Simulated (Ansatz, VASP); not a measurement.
One calculation of Hf, two programs

```
CELL_PARAMETERS angstrom
-1.57743 1.57743 2.27371
1.57743 -1.57743 2.27371
1.57743 1.57743 -2.27371
ATOMIC_POSITIONS crystal
Hf 0.00000 0.00000 0.00000
```

Alike in both runs: task relaxation of cell and atoms; functional PBE; k mesh 24 × 24 × 24; occupations gaussian, width 0.1 eV; no spin polarisation.

|  | VASP | Ansatz |
| --- | --- | --- |
| version | VASP 6.6.1 | Ansatz 0.2.0 |
| potentials or method | VASP PAW PBE potentials, release 64 (Hf_pv) | scalar-relativistic, plane waves, PAW |
| plane-wave cutoff (eV) | 600 | 420 |
| valence electrons in the cell | 10 | 26 |

```csv
,VASP,Ansatz,Ansatz less VASP
"gap on the k mesh at the Fermi level, each at its own relaxed structure (eV)",none,none,-
relaxed volume (Å³/atom),22.45,22.55,+0.103
relaxed cell length with the largest relative difference (Å),3.166,3.171,+0.0049
energy change over the relaxation (meV/atom),-1,-1,+0.4
```

A gap of «none» marks a metal or a gap that the smearing closes. The two sets of potentials don't hold the same shells in valence.

Spin-orbit coupling is left out, which matters for the levels of Hf.
